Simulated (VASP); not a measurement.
# RbBr (Pm-3m) in VASP: notebook, part 2 of 2

VASP 6.6.1. Earlier steps stand in the parts before.

## Step 4: Single point, PBEsol (mode 4 frozen in at -0.173 Å, equal normal strain along x and y +0.0000)

INCAR

```
SYSTEM = RbBr
PREC = Accurate
ENCUT = 520
EDIFF = 1E-6
ISMEAR = 0
SIGMA = 0.05
LREAL = .FALSE.
LASPH = .TRUE.
NELM = 100
ALGO = Normal
ISIF = 2
LWAVE = .FALSE.
LCHARG = .FALSE.
GGA = PS
NBANDS = 15
```

KPOINTS

```
Automatic mesh
0
G
  6 6 6
  0 0 0
```

POSCAR

```
RbBr
1.0
    4.0701688540      0.0000000000      0.0000000000
    0.0000000000      4.0701688540      0.0000000000
    0.0000000000      0.0000000000      4.0701688540
Rb Br
1 1
Direct
   -0.0396914813      0.0000000000      0.0000000000
    0.5424552411      0.5000000000      0.5000000000
```

Potentials or basis: VASP PAW PBE potentials, release 64 (Rb_sv, Br).

Started as:

```sh
$ cat potpaw_PBE.64/Rb_sv/POTCAR potpaw_PBE.64/Br/POTCAR > POTCAR
$ mpirun -np 1 vasp_std > vasp.out
```

OUTCAR:

```text
SYSTEM = RbBr
   PREC = Accurate
   ENCUT = 520
   EDIFF = 1E-6
   ISMEAR = 0
   LREAL = .FALSE.
   LASPH = .TRUE.
   NELM = 100
   ISIF = 2
   GGA = PS

 ion  position               nearest neighbor table
   1  0.960  0.000  0.000-   2 3.34   2 3.34   2 3.34   2 3.34   2 3.73   2 3.73   2 3.73   2 3.73

   2  0.542  0.500  0.500-   1 3.34   1 3.34   1 3.34   1 3.34   1 3.73   1 3.73   1 3.73   1 3.73

  LATTYP: Found a simple cubic cell.
 ALAT       =     4.0701688540

  Lattice vectors:

 A1 = (   4.0701688540,   0.0000000000,   0.0000000000)
 A2 = (   0.0000000000,   4.0701688540,   0.0000000000)
 A3 = (   0.0000000000,   0.0000000000,   4.0701688540)

Analysis of symmetry for initial positions (statically):
=====================================================================
 Subroutine PRICEL returns:
 Original cell was already a primitive cell.

 Routine SETGRP: Setting up the symmetry group for a
 simple cubic supercell.

 Subroutine GETGRP returns: Found  8 space group operations
 (whereof  8 operations were pure point group operations)
 out of a pool of 48 trial point group operations.

The static configuration has the point symmetry C_4v.

Analysis of symmetry for dynamics (positions and initial velocities):
=====================================================================
 Subroutine PRICEL returns:
 Original cell was already a primitive cell.

 Routine SETGRP: Setting up the symmetry group for a
 simple cubic supercell.

 Subroutine GETGRP returns: Found  8 space group operations
 (whereof  8 operations were pure point group operations)
 out of a pool of 48 trial point group operations.

The dynamic configuration has the point symmetry C_4v.

 Subroutine INISYM returns: Found  8 space group operations
 (whereof  8 operations are pure point group operations),
 and found     1 'primitive' translations

----------------------------------------------------------------------------------------

                                     Primitive cell

  volume of cell :      67.4275

  direct lattice vectors                    reciprocal lattice vectors
     4.070168854  0.000000000  0.000000000     0.245690053  0.000000000  0.000000000
     0.000000000  4.070168854  0.000000000     0.000000000  0.245690053  0.000000000
     0.000000000  0.000000000  4.070168854     0.000000000  0.000000000  0.245690053

  length of vectors
     4.070168854  4.070168854  4.070168854     0.245690053  0.245690053  0.245690053

  position of ions in fractional coordinates (direct lattice)
     0.960308519  0.000000000  0.000000000
     0.542455241  0.500000000  0.500000000

  ion indices of the primitive-cell ions
   primitive index   ion index
                 1           1
                 2           2

----------------------------------------------------------------------------------------

 KPOINTS: Automatic mesh

Automatic generation of k-mesh.
 Grid dimensions read from file:
 generate k-points for:    6    6    6

 Generating k-lattice:

  Cartesian coordinates                     Fractional coordinates (reciprocal lattice)
     0.040948342  0.000000000  0.000000000     0.166666667  0.000000000  0.000000000
     0.000000000  0.040948342  0.000000000     0.000000000  0.166666667  0.000000000
     0.000000000  0.000000000  0.040948342     0.000000000  0.000000000  0.166666667

  Length of vectors
     0.040948342  0.040948342  0.040948342
[... 39 lines left out ...]
   dimension x,y,z NGX =    30 NGY =   30 NGZ =   30
   dimension x,y,z NGXF=    60 NGYF=   60 NGZF=   60
   ions per type =               1   1
   NGX,Y,Z   is equivalent  to a cutoff of  12.25, 12.25, 12.25 a.u.
   NGXF,Y,Z  is equivalent  to a cutoff of  24.51, 24.51, 24.51 a.u.
 SYSTEM =  RbBr
   PREC   = accura    normal or accurate (medium, high low for compatibility)
   ISTART =      0    job   : 0-new  1-cont  2-samecut
   ICHARG =      2    charge: 1-file 2-atom 10-const
   ISPIN  =      1    spin polarized calculation?
   LNONCOLLINEAR =      F non collinear calculations
   LSORBIT =      F    spin-orbit coupling
   LASPH  =      T    aspherical Exc in radial PAW
   ENCUT  =  520.0 eV  38.22 Ry    6.18 a.u.   7.57  7.57  7.57*2*pi/ulx,y,z
   NELM   =    100;   NELMIN=  2; NELMDL= -5     # of ELM steps
   EDIFF  = 0.1E-05   stopping-criterion for ELM
   LREAL  =      F    real-space projection
   EDIFFG = 0.1E-04   stopping-criterion for IOM
   NSW    =      0    number of steps for IOM
   IBRION =     -1    ionic relax: 0-MD 1-quasi-New 2-CG
   NFREE  =      0    steps in history (QN), initial steepest desc. (CG)
   ISIF   =      2    stress and relaxation
   ISYM   =      2    0-nonsym 1-usesym 2-fastsym
   POTIM  = 0.5000    time-step for ionic-motion
   TEBEG  =    0.0;   TEEND  =   0.0 temperature during run
   PSTRESS=    0.0 pullay stress
   NELECT =      16.0000    total number of electrons
   NUPDOWN=      -1.0000    fix difference up-down
   EMIN   =  10.00;   EMAX   =-10.00  energy-range for DOS
   EFERMI =   0.00;   METHOD = LEGACY
   ISMEAR =     0;   SIGMA  =   0.05  broadening in eV -4-tet -1-fermi 0-gaus
   EFERMI_NEDOS =   21; number of points for ismear=-14 and -15
   IALGO  =     38    algorithm
   IMIX   =      4    mixing-type and parameters
     AMIX     =   0.40;   BMIX     =  1.00
     AMIX_MAG =   1.60;   BMIX_MAG =  1.00
  volume/ion in A,a.u.               =      33.71       227.51
  Fermi-wavevector in a.u.,A,eV,Ry     =   1.013528  1.915290 13.976434  1.027239
  Thomas-Fermi vector in A             =   2.146702
   LORBIT       =      0    0 simple, 1 ext, 2 COOP (PROOUT), +10 PAW based schemes
   GGA     = PS    functional components
   LHFCALC =     F    Hartree Fock is set to
   AEXX    =    0.0000 exact exchange contribution
   IVDW    =     0    specifies the selected vdW correction
   LEPSILON=     F    determine dielectric tensor
   LRPA    =     F    only Hartree local field effects (RPA)
 non-spin polarized calculation
 Gauss-broadening in eV      SIGMA  =   0.05
  energy-cutoff  :      520.00
  volume of cell :       67.43
 maximum number of plane-waves:      1856
   NGX = 15   NGY = 15   NGZ = 15

 number of electron      16.0000000 magnetization

 Free energy of the ion-electron system (eV)
  ---------------------------------------------------
  ext. energy  EPLUGINS =         0.00000000
  ---------------------------------------------------
  free energy    TOTEN  =        -6.25135916 eV

  energy without entropy =       -6.25135916  energy(sigma->0) =       -6.25135916

 E-fermi :  -0.3436     XC(G=0):  -8.2790

 val. band max:       -0.5962891792   @ k =   0.0000   0.5000   0.5000
 cond. band min:       3.4733830727   @ k =   0.0000   0.0000   0.0000
 fundamental gap:      4.0696722520
 Fermi energy:        -0.3435650407

 k-point     1 :       0.0000    0.0000    0.0000
  band No.  band energies     occupation
      1     -25.5092      2.00000
      2     -13.3046      2.00000
      3      -9.5045      2.00000
      4      -9.5045      2.00000
      5      -9.4894      2.00000
      6      -0.7954      2.00000
      7      -0.7476      2.00000
      8      -0.7476      2.00000
      9       3.4734      0.00000
     10       4.7968      0.00000
     11       5.1024      0.00000
     12       9.3528      0.00000
     13       9.5686      0.00000
     14       9.5686      0.00000
[... 401 lines left out ...]
      2     -13.2326      2.00000
      3      -9.7001      2.00000
      4      -9.5492      2.00000
      5      -9.4988      2.00000
      6      -1.8728      2.00000
      7      -1.1494      2.00000
      8      -1.0664      2.00000
      9       5.9531      0.00000
     10       6.2677      0.00000
     11       7.0556      0.00000
     12       7.8875      0.00000
     13       8.1661      0.00000
     14       8.9881      0.00000
     15      11.1431      0.00000

 [... further k-points ...]

------------------------ aborting loop because EDIFF is reached ----------------------------------------

  FORCE on cell =-STRESS in cart. coord.  units (eV):
  Direction    XX          YY          ZZ          XY          YZ          ZX
  --------------------------------------------------------------------------------------
  -------------------------------------------------------------------------------------
  Total        0.2158830      0.3488394      0.3488394      0.0000000     -0.0000000      0.0000000
  in kB        5.1296983      8.2889358      8.2889358      0.0000000     -0.0000000      0.0000000
  external PRESSURE =       7.2358566 kB  Pullay stress =       0.0000000 kB

 VOLUME and BASIS-vectors are now :
 -----------------------------------------------------------------------------
  energy-cutoff  :      520.00
  volume of cell :       67.43
      direct lattice vectors                 reciprocal lattice vectors
     4.070168854  0.000000000  0.000000000     0.245690053  0.000000000  0.000000000
     0.000000000  4.070168854  0.000000000     0.000000000  0.245690053  0.000000000
     0.000000000  0.000000000  4.070168854     0.000000000  0.000000000  0.245690053

 POSITION                                       TOTAL-FORCE (eV/Angst)
 -----------------------------------------------------------------------------------
      3.90862      0.00000      0.00000         0.300849      0.000000      0.000000
      2.20788      2.03508      2.03508        -0.300849      0.000000     -0.000000
 -----------------------------------------------------------------------------------
    total drift:                                0.000011      0.000000     -0.000000

  FREE ENERGIE OF THE ION-ELECTRON SYSTEM (eV)
  ---------------------------------------------------
  free  energy   TOTEN  =        -6.2513591598 eV

  energy  without entropy=       -6.2513591598  energy(sigma->0) =       -6.25135916
```

OSZICAR:

```text
N       E                     dE             d eps       ncg     rms          rms(c)
DAV:   1     0.776348292604E+02    0.77635E+02   -0.67846E+03  1200   0.928E+02
DAV:   2    -0.139040797206E+01   -0.79025E+02   -0.72792E+02  1668   0.166E+02
DAV:   3    -0.635127773019E+01   -0.49609E+01   -0.49403E+01  1655   0.419E+01
DAV:   4    -0.646654473375E+01   -0.11527E+00   -0.11525E+00  1686   0.588E+00
DAV:   5    -0.646821349867E+01   -0.16688E-02   -0.16688E-02  1734   0.544E-01    0.293E+00
DAV:   6    -0.628010822165E+01    0.18811E+00   -0.16364E-01  1522   0.231E+00    0.198E+00
DAV:   7    -0.624933077205E+01    0.30777E-01   -0.93847E-02  1557   0.179E+00    0.941E-01
DAV:   8    -0.625134370302E+01   -0.20129E-02   -0.11590E-02  1457   0.633E-01    0.114E-01
DAV:   9    -0.625125459401E+01    0.89109E-04   -0.56090E-04  1641   0.133E-01    0.504E-02
DAV:  10    -0.625135534933E+01   -0.10076E-03   -0.17563E-04  1369   0.839E-02    0.930E-03
DAV:  11    -0.625135762865E+01   -0.22793E-05   -0.67114E-06  1709   0.163E-02    0.644E-03
DAV:  12    -0.625135903551E+01   -0.14069E-05   -0.18863E-06  1361   0.958E-03    0.114E-03
DAV:  13    -0.625135915984E+01   -0.12434E-06   -0.15859E-07  1055   0.263E-03
   1 F= -.62513592E+01 E0= -.62513592E+01  d E =-.104925E-14
```

stdout:

```text
POSCAR found type information on POSCAR RbBr
 POSCAR found :  2 types and       2 ions
 scaLAPACK will be used
 -----------------------------------------------------------------------------
|                                                                             |
|                                                                             |
|     You enforced a specific xc type in the INCAR file but a different       |
|     I HOPE YOU KNOW WHAT YOU ARE DOING!                                     |
|                                                                             |
 -----------------------------------------------------------------------------

 LDA part: xc-table for (Slater+PW92), standard interpolation
 POSCAR, INCAR and KPOINTS ok, starting setup
 FFT: planning ... GRIDC
 FFT: planning ... GRID_SOFT
 FFT: planning ... GRID
 WAVECAR not read
 entering main loop
```

Run time: 17 s. Hardware: 1 thread of Intel Xeon 6975P-C (Granite Rapids), shared host; peak memory 0.18 GiB.

What came out:

| Quantity | Value |
| --- | --- |
| Free energy | -6.2514 eV |
| Pressure | 0.7 GPa |
| Largest force | 0.301 eV/Å |
| Band gap on the k mesh | 4.07 eV, indirect (least direct gap 4.22 eV) |

Forces on the atoms (eV/Å):
```
Rb   0.301  0.000  0.000
Br  -0.301  0.000  0.000
```

Caveat: the PAW data sets were made with another functional, which shifts forces and pressure a little. A k mesh can miss the band edges.

## Step 5: Overview

| cell | gap on the mesh (eV) | pressure (GPa) | largest force (eV/Å) |
| --- | --- | --- | --- |
| as given | 4.04 | 0.1 | - |
| mode 4 frozen in at -0.086 Å, equal normal strain along x and y -0.0133 | 4.12 | 0.7 | 0.17 |
| mode 4 frozen in at -0.173 Å, equal normal strain along x and y +0.0000 | 4.07 | 0.7 | 0.30 |

Alike in all rows: task single point; level PBEsol; potentials or basis VASP PAW PBE potentials, release 64 (Rb_sv, Br); no spin polarisation; k mesh 6 × 6 × 6; cutoff (eV) 520; smearing gaussian 0.05 eV.

Caveats: the PAW data sets were made with another functional, which shifts forces and pressure a little.

Total energies depend on the potentials used, so only differences within one code and one set of settings carry meaning.
